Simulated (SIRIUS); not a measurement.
# HfN (Fm-3m) in SIRIUS: equation of state, part 2 of 3

SIRIUS 7.12.0. Earlier steps stand in the parts before.

### Step 3. Equation of state, PBEsol, 11.02 Å³/atom (volume scaled by 0.96)

sirius.json

```json
{
  "control": {
    "processing_unit": "cpu",
    "std_evp_solver_name": "lapack",
    "gen_evp_solver_name": "lapack",
    "verbosity": 2,
    "print_forces": false,
    "ortho_rf": true,
    "use_second_variation": true,
    "rmt_max": 3.0,
    "num_bands_to_print": 24,
    "save_wf": true
  },
  "parameters": {
    "electronic_structure_method": "full_potential_lapwlo",
    "xc_functionals": ["XC_GGA_X_PBE_SOL", "XC_GGA_C_PBE_SOL"],
    "core_relativity": "dirac",
    "valence_relativity": "iora",
    "num_fv_states": 25,
    "smearing": "fermi_dirac",
    "smearing_width": 0.0018374661,
    "pw_cutoff": 24,
    "gk_cutoff": 4.55,
    "lmax_apw": 13,
    "lmax_rho": 8,
    "lmax_pot": 8,
    "num_mag_dims": 0,
    "auto_rmt": 0,
    "ngridk": [10, 10, 10],
    "shiftk": [0, 0, 0],
    "num_dft_iter": 80,
    "energy_tol": 1e-07,
    "density_tol": 1e-05,
    "use_symmetry": true
  },
  "settings": {"tol_ne": 1e-10},
  "iterative_solver": {"type": "exact"},
  "mixer": {"type": "anderson", "beta": 0.5, "max_history": 8},
  "unit_cell": {
    "lattice_vectors": [[0.0, 4.2056039641, 4.2056039641], [4.2056039641, 0.0, 4.2056039641], [4.2056039641, 4.2056039641, 0.0]],
    "atom_types": ["Hf", "N"],
    "atom_files": {"Hf": "Hf.json", "N": "N.json"},
    "atoms": {"Hf": [[0.0, 0.0, 0.0]], "N": [[0.5, 0.5, 0.5]]}
  }
}
```

Hf.json

```json
{
  "name": "hafnium",
  "symbol": "Hf",
  "number": 72,
  "mass": 178.49,
  "rmin": 1e-06,
  "rmt": 2.56,
  "nrmt": 800,
  "rinf": 17.22,
  "core": "1s2s2p3s3p3d4s4p4d",
  "valence": [
    {"basis": [{"enu": 0.3, "dme": 0, "n": 0, "auto": 0}, {"enu": 0.3, "dme": 1, "n": 0, "auto": 0}]},
    {"l": 0, "n": 1, "basis": [{"enu": 0.4, "dme": 0, "n": 0, "auto": 0}]},
    {"l": 1, "n": 2, "basis": [{"enu": 0.4, "dme": 0, "n": 0, "auto": 0}]},
    {"l": 2, "n": 3, "basis": [{"enu": 0.4, "dme": 0, "n": 0, "auto": 0}]},
    {"l": 3, "n": 4, "basis": [{"enu": 0.4, "dme": 0, "n": 0, "auto": 0}]},
    {"l": 4, "n": 5, "basis": [{"enu": 0.4, "dme": 0, "n": 0, "auto": 0}]}
  ],
  "lo": [
    {"l": 0, "basis": [{"enu": 0.4, "dme": 0, "n": 0, "auto": 0}, {"enu": 0.4, "dme": 1, "n": 0, "auto": 0}]},
    {
      "l": 0,
      "basis": [{"enu": -1.9507, "dme": 0, "n": 5, "auto": 1}, {"enu": -1.9507, "dme": 1, "n": 5, "auto": 1}]
    },
    {"l": 0, "basis": [{"enu": -1.9507, "dme": 1, "n": 5, "auto": 1}, {"enu": 0.4, "dme": 0, "n": 0, "auto": 0}]},
    {"l": 0, "basis": [{"enu": 0.4, "dme": 0, "n": 0, "auto": 0}, {"enu": 2.8414, "dme": 0, "n": 0, "auto": 0}]},
    {"l": 1, "basis": [{"enu": 0.4, "dme": 0, "n": 0, "auto": 0}, {"enu": 0.4, "dme": 1, "n": 0, "auto": 0}]},
    {
      "l": 1,
      "basis": [{"enu": -0.803, "dme": 0, "n": 5, "auto": 1}, {"enu": -0.803, "dme": 1, "n": 5, "auto": 1}]
    },
    {"l": 1, "basis": [{"enu": -0.803, "dme": 1, "n": 5, "auto": 1}, {"enu": 0.4, "dme": 0, "n": 0, "auto": 0}]},
    {"l": 1, "basis": [{"enu": 0.4, "dme": 0, "n": 0, "auto": 0}, {"enu": 3.2076, "dme": 0, "n": 0, "auto": 0}]},
    {"l": 2, "basis": [{"enu": 0.4, "dme": 0, "n": 0, "auto": 0}, {"enu": 0.4, "dme": 1, "n": 0, "auto": 0}]},
    {"l": 2, "basis": [{"enu": 0.4, "dme": 1, "n": 0, "auto": 0}, {"enu": 0.4, "dme": 2, "n": 0, "auto": 0}]},
    {"l": 2, "basis": [{"enu": 0.4, "dme": 0, "n": 0, "auto": 0}, {"enu": 2.7804, "dme": 0, "n": 0, "auto": 0}]},
    {"l": 3, "basis": [{"enu": 0.4, "dme": 0, "n": 0, "auto": 0}, {"enu": 0.4, "dme": 1, "n": 0, "auto": 0}]},
    {
      "l": 3,
      "basis": [{"enu": -0.1273, "dme": 0, "n": 4, "auto": 1}, {"enu": -0.1273, "dme": 1, "n": 4, "auto": 1}]
    },
    {"l": 3, "basis": [{"enu": -0.1273, "dme": 1, "n": 4, "auto": 1}, {"enu": 0.4, "dme": 0, "n": 0, "auto": 0}]},
    {"l": 3, "basis": [{"enu": 0.4, "dme": 0, "n": 0, "auto": 0}, {"enu": 3.94, "dme": 0, "n": 0, "auto": 0}]},
    {"l": 4, "basis": [{"enu": 0.4, "dme": 0, "n": 0, "auto": 0}, {"enu": 0.4, "dme": 1, "n": 0, "auto": 0}]},
    {"l": 4, "basis": [{"enu": 0.4, "dme": 0, "n": 0, "auto": 0}, {"enu": 3.3297, "dme": 0, "n": 0, "auto": 0}]}
  ],
  "free_atom": [... radial grid and density of the free atom, the start of the SCF ...]
}
```

N.json

```json
{
  "name": "nitrogen",
  "symbol": "N",
  "number": 7,
  "mass": 14.0067,
  "rmin": 1e-06,
  "rmt": 1.54,
  "nrmt": 800,
  "rinf": 13.03,
  "core": "1s",
  "valence": [
    {"basis": [{"enu": 0.3, "dme": 0, "n": 0, "auto": 0}, {"enu": 0.3, "dme": 1, "n": 0, "auto": 0}]},
    {"l": 0, "n": 1, "basis": [{"enu": 0.2448, "dme": 0, "n": 0, "auto": 0}]},
    {"l": 1, "n": 2, "basis": [{"enu": 0.4, "dme": 0, "n": 0, "auto": 0}]},
    {"l": 2, "n": 3, "basis": [{"enu": 0.4, "dme": 0, "n": 0, "auto": 0}]},
    {"l": 3, "n": 4, "basis": [{"enu": 0.4, "dme": 0, "n": 0, "auto": 0}]}
  ],
  "lo": [
    {
      "l": 0,
      "basis": [{"enu": 0.2448, "dme": 0, "n": 0, "auto": 0}, {"enu": 0.2448, "dme": 1, "n": 0, "auto": 0}]
    },
    {
      "l": 0,
      "basis": [{"enu": 0.2448, "dme": 1, "n": 0, "auto": 0}, {"enu": 0.2448, "dme": 2, "n": 0, "auto": 0}]
    },
    {
      "l": 0,
      "basis": [{"enu": 0.2448, "dme": 0, "n": 0, "auto": 0}, {"enu": 5.3046, "dme": 0, "n": 0, "auto": 0}]
    },
    {"l": 1, "basis": [{"enu": 0.4, "dme": 0, "n": 0, "auto": 0}, {"enu": 0.4, "dme": 1, "n": 0, "auto": 0}]},
    {"l": 1, "basis": [{"enu": 0.4, "dme": 1, "n": 0, "auto": 0}, {"enu": 0.4, "dme": 2, "n": 0, "auto": 0}]},
    {"l": 1, "basis": [{"enu": 0.4, "dme": 0, "n": 0, "auto": 0}, {"enu": 6.2189, "dme": 0, "n": 0, "auto": 0}]},
    {"l": 2, "basis": [{"enu": 0.4, "dme": 0, "n": 0, "auto": 0}, {"enu": 0.4, "dme": 1, "n": 0, "auto": 0}]},
    {"l": 2, "basis": [{"enu": 0.4, "dme": 1, "n": 0, "auto": 0}, {"enu": 0.4, "dme": 2, "n": 0, "auto": 0}]},
    {"l": 2, "basis": [{"enu": 0.4, "dme": 0, "n": 0, "auto": 0}, {"enu": 6.9778, "dme": 0, "n": 0, "auto": 0}]},
    {"l": 3, "basis": [{"enu": 0.4, "dme": 0, "n": 0, "auto": 0}, {"enu": 0.4, "dme": 1, "n": 0, "auto": 0}]}
  ],
  "free_atom": [... radial grid and density of the free atom, the start of the SCF ...]
}
```

sirius_start.json

```json
{
  "control": {
    "processing_unit": "cpu",
    "std_evp_solver_name": "lapack",
    "gen_evp_solver_name": "lapack",
    "verbosity": 1,
    "print_forces": false,
    "ortho_rf": true,
    "use_second_variation": true,
    "rmt_max": 3.0,
    "num_bands_to_print": 24,
    "save_wf": false
  },
  "parameters": {
    "electronic_structure_method": "full_potential_lapwlo",
    "xc_functionals": ["XC_LDA_X", "XC_LDA_C_PW"],
    "core_relativity": "dirac",
    "valence_relativity": "iora",
    "num_fv_states": 25,
    "smearing": "fermi_dirac",
    "smearing_width": 0.0055123983,
    "pw_cutoff": 24,
    "gk_cutoff": 3.64,
    "lmax_apw": 13,
    "lmax_rho": 8,
    "lmax_pot": 8,
    "num_mag_dims": 0,
    "auto_rmt": 0,
    "ngridk": [4, 4, 4],
    "shiftk": [0, 0, 0],
    "num_dft_iter": 30,
    "energy_tol": 0.01,
    "density_tol": 0.05,
    "use_symmetry": true
  },
  "settings": {"tol_ne": 1e-10},
  "iterative_solver": {"type": "exact"},
  "mixer": {"type": "anderson", "beta": 0.5, "max_history": 8},
  "unit_cell": {
    "lattice_vectors": [[0.0, 4.2056039641, 4.2056039641], [4.2056039641, 0.0, 4.2056039641], [4.2056039641, 4.2056039641, 0.0]],
    "atom_types": ["Hf", "N"],
    "atom_files": {"Hf": "Hf.json", "N": "N.json"},
    "atoms": {"Hf": [[0.0, 0.0, 0.0]], "N": [[0.5, 0.5, 0.5]]}
  }
}
```

Potentials or basis: all-electron FP-LAPW, apw+lo standard.

Launch:

```console
$ OMP_NUM_THREADS=1 sirius.scf --input=sirius_start.json --output=start.json
$ OMP_NUM_THREADS=1 sirius.scf --input=sirius.json --output=output.json --task=1
```

It took 3.1 min on 1 thread of AMD EPYC, shared host; peak memory 0.64 GiB.

It converged, with:

| Property | Result |
| --- | --- |
| Free energy | -412197.5840 eV |
| Band gap on the k mesh | none (metal or under the smearing width) |
| All electrons inside the program's atomic spheres | Hf 70.26; N 5.81 (radii Hf 2.56, N 1.54 bohr) |

### Step 4. Equation of state, PBEsol, 11.25 Å³/atom (volume scaled by 0.98)

sirius.json, as its differences from that of step 3:

```diff
@@ -39,3 +39,3 @@
   "unit_cell": {
-    "lattice_vectors": [[0.0, 4.2056039641, 4.2056039641], [4.2056039641, 0.0, 4.2056039641], [4.2056039641, 4.2056039641, 0.0]],
+    "lattice_vectors": [[0.0, 4.2346090459, 4.2346090459], [4.2346090459, 0.0, 4.2346090459], [4.2346090459, 4.2346090459, 0.0]],
     "atom_types": ["Hf", "N"],
```

Hf.json

```json
{
  "name": "hafnium",
  "symbol": "Hf",
  "number": 72,
  "mass": 178.49,
  "rmin": 1e-06,
  "rmt": 2.56,
  "nrmt": 800,
  "rinf": 17.22,
  "core": "1s2s2p3s3p3d4s4p4d",
  "valence": [
    {"basis": [{"enu": 0.29, "dme": 0, "n": 0, "auto": 0}, {"enu": 0.29, "dme": 1, "n": 0, "auto": 0}]},
    {"l": 0, "n": 1, "basis": [{"enu": 0.39, "dme": 0, "n": 0, "auto": 0}]},
    {"l": 1, "n": 2, "basis": [{"enu": 0.39, "dme": 0, "n": 0, "auto": 0}]},
    {"l": 2, "n": 3, "basis": [{"enu": 0.39, "dme": 0, "n": 0, "auto": 0}]},
    {"l": 3, "n": 4, "basis": [{"enu": 0.39, "dme": 0, "n": 0, "auto": 0}]},
    {"l": 4, "n": 5, "basis": [{"enu": 0.39, "dme": 0, "n": 0, "auto": 0}]}
  ],
  "lo": [
    {"l": 0, "basis": [{"enu": 0.39, "dme": 0, "n": 0, "auto": 0}, {"enu": 0.39, "dme": 1, "n": 0, "auto": 0}]},
    {
      "l": 0,
      "basis": [{"enu": -1.9607, "dme": 0, "n": 5, "auto": 1}, {"enu": -1.9607, "dme": 1, "n": 5, "auto": 1}]
    },
    {
      "l": 0,
      "basis": [{"enu": -1.9607, "dme": 1, "n": 5, "auto": 1}, {"enu": 0.39, "dme": 0, "n": 0, "auto": 0}]
    },
    {"l": 0, "basis": [{"enu": 0.39, "dme": 0, "n": 0, "auto": 0}, {"enu": 2.8314, "dme": 0, "n": 0, "auto": 0}]},
    {"l": 1, "basis": [{"enu": 0.39, "dme": 0, "n": 0, "auto": 0}, {"enu": 0.39, "dme": 1, "n": 0, "auto": 0}]},
    {
      "l": 1,
      "basis": [{"enu": -0.813, "dme": 0, "n": 5, "auto": 1}, {"enu": -0.813, "dme": 1, "n": 5, "auto": 1}]
    },
    {"l": 1, "basis": [{"enu": -0.813, "dme": 1, "n": 5, "auto": 1}, {"enu": 0.39, "dme": 0, "n": 0, "auto": 0}]},
    {"l": 1, "basis": [{"enu": 0.39, "dme": 0, "n": 0, "auto": 0}, {"enu": 3.1976, "dme": 0, "n": 0, "auto": 0}]},
    {"l": 2, "basis": [{"enu": 0.39, "dme": 0, "n": 0, "auto": 0}, {"enu": 0.39, "dme": 1, "n": 0, "auto": 0}]},
    {"l": 2, "basis": [{"enu": 0.39, "dme": 1, "n": 0, "auto": 0}, {"enu": 0.39, "dme": 2, "n": 0, "auto": 0}]},
    {"l": 2, "basis": [{"enu": 0.39, "dme": 0, "n": 0, "auto": 0}, {"enu": 2.7704, "dme": 0, "n": 0, "auto": 0}]},
    {"l": 3, "basis": [{"enu": 0.39, "dme": 0, "n": 0, "auto": 0}, {"enu": 0.39, "dme": 1, "n": 0, "auto": 0}]},
    {
      "l": 3,
      "basis": [{"enu": -0.1373, "dme": 0, "n": 4, "auto": 1}, {"enu": -0.1373, "dme": 1, "n": 4, "auto": 1}]
    },
    {
      "l": 3,
      "basis": [{"enu": -0.1373, "dme": 1, "n": 4, "auto": 1}, {"enu": 0.39, "dme": 0, "n": 0, "auto": 0}]
    },
    {"l": 3, "basis": [{"enu": 0.39, "dme": 0, "n": 0, "auto": 0}, {"enu": 3.93, "dme": 0, "n": 0, "auto": 0}]},
    {"l": 4, "basis": [{"enu": 0.39, "dme": 0, "n": 0, "auto": 0}, {"enu": 0.39, "dme": 1, "n": 0, "auto": 0}]},
    {"l": 4, "basis": [{"enu": 0.39, "dme": 0, "n": 0, "auto": 0}, {"enu": 3.3197, "dme": 0, "n": 0, "auto": 0}]}
  ],
  "free_atom": [... radial grid and density of the free atom, the start of the SCF ...]
}
```

N.json

```json
{
  "name": "nitrogen",
  "symbol": "N",
  "number": 7,
  "mass": 14.0067,
  "rmin": 1e-06,
  "rmt": 1.54,
  "nrmt": 800,
  "rinf": 13.03,
  "core": "1s",
  "valence": [
    {"basis": [{"enu": 0.29, "dme": 0, "n": 0, "auto": 0}, {"enu": 0.29, "dme": 1, "n": 0, "auto": 0}]},
    {"l": 0, "n": 1, "basis": [{"enu": 0.2348, "dme": 0, "n": 0, "auto": 0}]},
    {"l": 1, "n": 2, "basis": [{"enu": 0.39, "dme": 0, "n": 0, "auto": 0}]},
    {"l": 2, "n": 3, "basis": [{"enu": 0.39, "dme": 0, "n": 0, "auto": 0}]},
    {"l": 3, "n": 4, "basis": [{"enu": 0.39, "dme": 0, "n": 0, "auto": 0}]}
  ],
  "lo": [
    {
      "l": 0,
      "basis": [{"enu": 0.2348, "dme": 0, "n": 0, "auto": 0}, {"enu": 0.2348, "dme": 1, "n": 0, "auto": 0}]
    },
    {
      "l": 0,
      "basis": [{"enu": 0.2348, "dme": 1, "n": 0, "auto": 0}, {"enu": 0.2348, "dme": 2, "n": 0, "auto": 0}]
    },
    {
      "l": 0,
      "basis": [{"enu": 0.2348, "dme": 0, "n": 0, "auto": 0}, {"enu": 5.2946, "dme": 0, "n": 0, "auto": 0}]
    },
    {"l": 1, "basis": [{"enu": 0.39, "dme": 0, "n": 0, "auto": 0}, {"enu": 0.39, "dme": 1, "n": 0, "auto": 0}]},
    {"l": 1, "basis": [{"enu": 0.39, "dme": 1, "n": 0, "auto": 0}, {"enu": 0.39, "dme": 2, "n": 0, "auto": 0}]},
    {"l": 1, "basis": [{"enu": 0.39, "dme": 0, "n": 0, "auto": 0}, {"enu": 6.2089, "dme": 0, "n": 0, "auto": 0}]},
    {"l": 2, "basis": [{"enu": 0.39, "dme": 0, "n": 0, "auto": 0}, {"enu": 0.39, "dme": 1, "n": 0, "auto": 0}]},
    {"l": 2, "basis": [{"enu": 0.39, "dme": 1, "n": 0, "auto": 0}, {"enu": 0.39, "dme": 2, "n": 0, "auto": 0}]},
    {"l": 2, "basis": [{"enu": 0.39, "dme": 0, "n": 0, "auto": 0}, {"enu": 6.9678, "dme": 0, "n": 0, "auto": 0}]},
    {"l": 3, "basis": [{"enu": 0.39, "dme": 0, "n": 0, "auto": 0}, {"enu": 0.39, "dme": 1, "n": 0, "auto": 0}]}
  ],
  "free_atom": [... radial grid and density of the free atom, the start of the SCF ...]
}
```

sirius_start.json, as its differences from that of step 3:

```diff
@@ -39,3 +39,3 @@
   "unit_cell": {
-    "lattice_vectors": [[0.0, 4.2056039641, 4.2056039641], [4.2056039641, 0.0, 4.2056039641], [4.2056039641, 4.2056039641, 0.0]],
+    "lattice_vectors": [[0.0, 4.2346090459, 4.2346090459], [4.2346090459, 0.0, 4.2346090459], [4.2346090459, 4.2346090459, 0.0]],
     "atom_types": ["Hf", "N"],
```

Potentials or basis: all-electron FP-LAPW, apw+lo standard.

Launch:

```console
$ OMP_NUM_THREADS=1 sirius.scf --input=sirius_start.json --output=start.json
$ OMP_NUM_THREADS=1 sirius.scf --input=sirius.json --output=output.json --task=1
```

The log of the run:

```text
[info] SIRIUS version : 7.12.0
[info] number of MPI ranks           : 1
[info] MPI grid                      : 1 1
[info] maximum number of OMP threads : 1
[fft] FFT context for density and potential
[fft] =====================================
[fft]   plane wave cutoff                     : 24
[fft]   grid size                             : 48 48 48   total : 110592
[fft]   grid limits                           : -23 24   -23 24   -23 24
[fft]   number of G-vectors within the cutoff : 35557
[fft]   number of G-shells                    : 952
[fft] FFT context for coarse grid
[fft] =====================================
[fft]   plane wave cutoff                     : 9.1
[fft]   grid size                             : 20 20 20   total : 8000
[fft]   grid limits                           : -9 10   -9 10   -9 10
[fft]   number of G-vectors within the cutoff : 1917
[fft]   number of G-shells                    : 75
[unit cell] lattice vectors
[... 463 lines left out ...]
[find] band gap (eV)                  :       0.00000000
[find] Efermi                         :       0.51520199
[find] iteration : 7, RMS (target) : 9.8669e-07 (1.0000e-05) , energy difference (target) : -1.6569e-08 (1.0000e-07)
[find] converged after 8 SCF iterations!
[find] Charges and magnetic moments
[find] --------------------------------------------------------------------------------
[find] atom      charge    core leakage
[find] --------------------------------------------------------------------------------
[find]    0   70.203949    2.164072e-06
[find]    1    5.793814    3.039327e-06
[find] total core leakage    : 5.20339916e-06
[find] interstitial charge   : 3.002228
[find] total charge          : 78.999992
[find] Energy
[find] --------------------------------------------------------------------------------
[find] valence_eval_sum               :      -4.50086758
[find] core_eval_sum                  :   -9240.11160344
[find] kinetic energy                 :   16936.93937309
[find] enuc                           :  -18887.48845491
[find] <rho|V^{XC}>                   :    -410.93219543
[find] <rho|E^{XC}>                   :    -312.12340270
[find] <mag|B^{XC}>                   :       0.00000000
[find] <rho|V^{H}>                    :  -25770.61964867
[find] smearing (-TS)                 :      -0.00022760
[find] SCF correction                 :      -0.00002750
[find] Total energy                   :  -15147.98233635 (Ha),  -30295.96467269 (Ry)
[find] Free energy (E-TS)             :  -15147.98256395 (Ha),  -30295.96512789 (Ry)
[find] band gap (eV)                  :       0.00000000
[find] Efermi                         :       0.51520199
```

Run time: 3.1 min. Hardware: 1 thread of AMD EPYC, shared host; peak memory 0.65 GiB.

What came out:

```
Free energy                                       : -412197.6044 eV
Band gap on the k mesh                            : none (metal or under the smearing width)
All electrons inside the program's atomic spheres : Hf 70.20; N 5.79 (radii Hf 2.56, N 1.54 bohr)
```

(Part 2 of 3 ends here.)
